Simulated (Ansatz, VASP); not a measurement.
# Cross-check of CdTe between VASP and Ansatz

Wanted: the spread between two codes on one cell, functional and k mesh. The cell is taken from a series of VASP runs on this material, whose earlier steps may have relaxed, scaled or displaced it; both programs get it as it stands.

Calculated with Ansatz 0.2.0; plane waves, with VASP 6.6.1 beside it; band structure at HSE06.

## 1. The structure

It takes space group F-43m (No. 216, cubic). Conventional cell: a = 6.410 Å, b = 6.410 Å, c = 6.410 Å, α = 90.00°, β = 90.00°, γ = 90.00°. Nearest to Cd lie 4 Te at 2.78 Å. Nearest to Te lie 4 Cd at 2.78 Å. Farther neighbours and most contacts between anions are not listed.

Structure file:

```xyz
2
Lattice="0.0000 3.2050 3.2050 3.2050 0.0000 3.2050 3.2050 3.2050 0.0000" Properties=species:S:1:pos:R:3 pbc="T T T"
Cd    0.0000    0.0000    0.0000
Te    4.8075    4.8075    4.8075
```

## 2. VASP: band structure, HSE06

Levels along a path test the potential and the projectors away from the mesh points.

Lines of VASP's logs that name or quote its potential files are left out, and so is its time.

The run reads the wave functions of an earlier VASP run, which isn't shown here.

The input, INCAR:

```
SYSTEM = CdTe
PREC = Accurate
ENCUT = 400
EDIFF = 1E-06
NELM = 100
ISMEAR = 0
SIGMA = 0.02
LREAL = .FALSE.
ALGO = Normal
LHFCALC = .TRUE.
AEXX = 0.25
GGA = PE
HFSCREEN = 0.2
LASPH = .TRUE.
NBANDS = 15
PRECFOCK = Fast
LORBIT = 11
LWAVE = .FALSE.
LCHARG = .FALSE.
KPAR = 4
ISIF = 2
```

The input, POSCAR:

```
CdTe
1.0
    0.0000000000      3.2050000000      3.2050000000
    3.2050000000      0.0000000000      3.2050000000
    3.2050000000      3.2050000000      0.0000000000
Cd Te
1 1
Direct
    0.0000000000      0.0000000000      0.0000000000
    0.7500000000      0.7500000000      0.7500000000
```

The input, KPOINTS:

```
Automatic mesh
0
Gamma
4 4 4
0 0 0
```

The input, KPOINTS_OPT:

```
Line mode
8
Line-mode
Reciprocal
  0.00000000   0.00000000   0.00000000 GAMMA
  0.50000000   0.00000000   0.50000000 X

  0.50000000   0.00000000   0.50000000 X
  0.50000000   0.25000000   0.75000000 W

  0.50000000   0.25000000   0.75000000 W
  0.37500000   0.37500000   0.75000000 K

  0.37500000   0.37500000   0.75000000 K
  0.00000000   0.00000000   0.00000000 GAMMA

  0.00000000   0.00000000   0.00000000 GAMMA
  0.50000000   0.50000000   0.50000000 L

  0.50000000   0.50000000   0.50000000 L
  0.62500000   0.25000000   0.62500000 U

  0.62500000   0.25000000   0.62500000 U
  0.50000000   0.25000000   0.75000000 W

  0.50000000   0.25000000   0.75000000 W
  0.50000000   0.50000000   0.50000000 L

  0.50000000   0.50000000   0.50000000 L
  0.37500000   0.37500000   0.75000000 K

  0.62500000   0.25000000   0.62500000 U
  0.50000000   0.00000000   0.50000000 X
```

The projector-augmented-wave data sets are Cd and Te (PBE family, release 64).

Launch:

```console
$ mpirun -np 4 vasp_std
```

Numbers of over 12 decimals in the logs are rounded to 6 here.

What it wrote:

```text
[banner, memory and clock lines left out]
running    4 mpi-ranks, on    1 nodes
 distrk:  each k-point on    1 cores,    4 groups
 distr:  one band on    1 cores,    1 groups

 POSCAR found type information on POSCAR CdTe
 POSCAR found :  2 types and       2 ions
 LDA part: xc-table for (Slater+PW92), standard interpolation
 found WAVECAR, reading the header
 POSCAR, INCAR and KPOINTS ok, starting setup
 FFT: planning ... GRIDC
 FFT: planning ... GRID_SOFT
 FFT: planning ... GRID
 reading WAVECAR
 the WAVECAR file was read successfully
 initial charge from wavefunction
 entering main loop
       N       E                     dE             d eps       ncg     rms          rms(c)
DAV:   1    -0.595094165338E+01   -0.59509E+01   -0.11492E+00   240   0.823E+00    0.964E+00
DAV:   2    -0.595737664491E+01   -0.64350E-02   -0.51619E-02   275   0.265E+00    0.629E+00
DAV:   3    -0.595661220454E+01    0.76444E-03   -0.37263E-03   339   0.715E-01    0.386E+00
DAV:   4    -0.595638524112E+01    0.22696E-03   -0.29129E-04   275   0.168E-01    0.230E+00
DAV:   5    -0.595631798720E+01    0.67254E-04   -0.60147E-05   268   0.613E-02    0.138E+00
DAV:   6    -0.595630366928E+01    0.14318E-04   -0.16646E-05   268   0.317E-02    0.827E-01
DAV:   7    -0.595630117628E+01    0.24930E-05   -0.25275E-06   221   0.142E-02    0.496E-01
DAV:   8    -0.595630107152E+01    0.10476E-06   -0.71264E-07   190   0.796E-03
   1 F= -.59563011E+01 E0= -.59563011E+01  d E =-.165714E-29
 Start KPOINTS_OPT (optional k-point list driver)
k-point batch [1-8\80]
       N       E                     dE             ncg
DAV:   1     0.262212712407E+03   -0.17282E+04      248
DAV:   2    -0.676197470006E+03   -0.93841E+03      282
DAV:   3    -0.721321332513E+03   -0.45124E+02      289
DAV:   4    -0.721994461245E+03   -0.67313E+00      374
DAV:   5    -0.721998739359E+03   -0.42781E-02      296
DAV:   6    -0.721998772062E+03   -0.32703E-04      346
DAV:   7    -0.721998772491E+03   -0.42882E-06      218
[...]
k-point batch [73-80\80]
       N       E                     dE             ncg
DAV:   1     0.129611814334E+03   -0.38409E+04      248
DAV:   2    -0.737442889489E+03   -0.86705E+03      282
DAV:   3    -0.774447408148E+03   -0.37005E+02      296
DAV:   4    -0.775021922808E+03   -0.57451E+00      367
DAV:   5    -0.775025606559E+03   -0.36838E-02      289
DAV:   6    -0.775025627597E+03   -0.21038E-04      360
DAV:   7    -0.775025627877E+03   -0.27990E-06      225
```

From OUTCAR (step 2):

```text
ion  position               nearest neighbor table
   1  0.000  0.000  0.000-   2 2.78   2 2.78   2 2.78   2 2.78
   2  0.750  0.750  0.750-   1 2.78   1 2.78   1 2.78   1 2.78

  LATTYP: Found a face centered cubic cell.
 ALAT       =     6.4100000000

 Subroutine GETGRP returns: Found 24 space group operations
 (whereof 24 operations were pure point group operations)

The static configuration has the point symmetry T_d .

 Found      8 irreducible k-points:

   k-points           NKPTS =      8   k-points in BZ     NKDIM =     64   number of bands    NBANDS=     15

   dimension x,y,z NGX =    30 NGY =   30 NGZ =   30
   dimension x,y,z NGXF=    60 NGYF=   60 NGZF=   60

   ENCUT  =  400.0 eV  29.40 Ry    5.42 a.u.   7.39  7.39  7.39*2*pi/ulx,y,z

   NELECT =      18.0000    total number of electrons

 k-points in reciprocal lattice and weights: Automatic mesh
   0.00000000  0.00000000  0.00000000       0.016
   0.25000000  0.00000000  0.00000000       0.125
   0.50000000  0.00000000  0.00000000       0.062
   0.25000000  0.25000000  0.00000000       0.094
   0.50000000  0.25000000  0.00000000       0.375
  -0.25000000  0.25000000  0.00000000       0.188
   0.50000000  0.50000000  0.00000000       0.047
  -0.25000000  0.50000000  0.25000000       0.094

  exchange ACFDT corr.  =         0.00000000  see jH, gK, PRB 81, 115126

 average (electrostatic) potential at core
       1 -32.4053       2 -87.2142

 E-fermi :   2.3000

 k-point     1 :       0.0000    0.0000    0.0000
  band No.  band energies     occupation
    ...
      5      -7.2786      2.00000
      6      -7.2785      2.00000
      7       2.1438      2.00000
      8       2.1438      2.00000
      9       2.1438      2.00000
     10       3.8343      0.00000
     11       7.6098      0.00000
     12       7.6098      0.00000
     13       7.6098      0.00000
     14      10.7373      0.00000
    ...

 k-point     2 :       0.2500    0.0000    0.0000
  band No.  band energies     occupation
    ...
      5      -7.2788      2.00000
      6      -7.2788      2.00000
      7      -0.8189      2.00000
      8       1.6574      2.00000
      9       1.6574      2.00000
     10       5.0270      0.00000
     11       8.2119      0.00000
     12       8.2119      0.00000
     13       8.4968      0.00000
     14      11.4284      0.00000
    ...

 k-point     3 :       0.5000    0.0000    0.0000
  band No.  band energies     occupation
    ...
      5      -7.2696      2.00000
      6      -6.7986      2.00000
      7      -2.8096      2.00000
      8       1.2604      2.00000
      9       1.2604      2.00000
     10       4.8202      0.00000
     11       8.2023      0.00000
     12       8.2023      0.00000
     13      10.1670      0.00000
     14      12.0786      0.00000
    ...

  Total        1.2995309      1.2995309      1.2995309     -0.0000000      0.0000000     -0.0000000
  in kB       31.6215461     31.6215461     31.6215461     -0.0000000      0.0000000     -0.0000000
  external PRESSURE =      31.6215461 kB  Pullay stress =       0.0000000 kB

  energy-cutoff  :      400.00
  volume of cell :       65.84
      direct lattice vectors                 reciprocal lattice vectors
     0.000000000  3.205000000  3.205000000    -0.156006240  0.156006240  0.156006240
     3.205000000  0.000000000  3.205000000     0.156006240 -0.156006240  0.156006240
     3.205000000  3.205000000  0.000000000     0.156006240  0.156006240 -0.156006240

 POSITION                                       TOTAL-FORCE (eV/Angst)
 -----------------------------------------------------------------------------------
      0.00000      0.00000      0.00000        -0.000000     -0.000000     -0.000000
      4.80750      4.80750      4.80750         0.000000      0.000000      0.000000
 -----------------------------------------------------------------------------------
    total drift:                                0.000008      0.000015     -0.000004

  FREE ENERGIE OF THE ION-ELECTRON SYSTEM (eV)
  ---------------------------------------------------
  free  energy   TOTEN  =        -5.9563010715 eV

  energy  without entropy=       -5.9563010715  energy(sigma->0) =       -5.95630107

 total charge
# of ion       s       p       d       tot
------------------------------------------
    1        0.444   0.334   9.572  10.350
    2        1.304   2.262   0.021   3.587
--------------------------------------------------
tot          1.747   2.596   9.593  13.937

[... 3 further parts left out ...]
```

The run ends at a pressure of 3.16 GPa.

(Part 1 of 2 ends here.)

[Lines on the potential files, build, host, timing and source positions are cut from VASP's logs without a mark.]

[Logs are printed without paths, hosts, clocks, repeated set-up lines and the standing remarks that a program may print on its own settings, such as how far it seeks lower states.]

[Hosts, paths, dates, database ids (printed as entryN), source tags and the programs' standing remarks are cut or masked in the printed files.]
